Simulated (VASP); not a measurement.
# MgTe under changes of volume

One of the cells (34.436 Å³/atom); the others are scaled copies at fixed shape and fractional positions:

```xyz
2
Lattice="0.0000 3.2534 3.2534 3.2534 0.0000 3.2534 3.2534 3.2534 0.0000" Properties=species:S:1:pos:R:3 pbc="T T T"
Te    1.6267    1.6267    1.6267
Mg    0.0000    0.0000    0.0000
```

The cell comes from a database or a generator and needn't be the stable form of this composition.

```yaml
Program: VASP 6.6.1
Functional: PBE
Potentials_or_basis: VASP PAW PBE potentials, release 64 (Te, Mg)
Cutoff: 520 eV
k_mesh: 7 × 7 × 7
Occupations: fermi-dirac, width 0.05 eV
Spin: no spin polarisation
```

```tsv
volume (Å³/atom)	energy over the lowest point (meV/atom)	pressure (GPa)	gap on the mesh (eV)
31.735	26.40	3.3	2.69
32.410	14.39	2.4	2.60
33.086	6.23	1.5	2.50
34.436	0.00	0.0	2.32
35.111	1.29	-0.6	2.24
35.787	?	?	?
```

Question: What does the run at 35.787 Å³/atom give?

Answer: Energy over the lowest point 5.14 meV/atom; pressure -1.2 GPa; gap on the mesh 2.16 eV.

Worked out: A Birch-Murnaghan fit of order 3 (a polynomial in V^(-2/3)) to the other rows has its minimum at 34.46 Å³/atom with B0 = V·E''(V) = 34 GPa and B' = 4.2. It gives 5.14 meV/atom at 35.787 Å³/atom, against the run's 5.14, and -dE/dV = -1.2 GPa, against -1.2. A straight line through the other rows of the gap, of slope -4.49 eV per unit of ln V (its deformation potential), extrapolates to 2.15 eV, against the run's 2.16.

Energies are extrapolated to zero smearing.

Caveats: spin-orbit coupling is left out, which moves the levels of the heavy elements; an odd mesh through Γ misses points on the zone boundary, where band edges often lie (some runs).
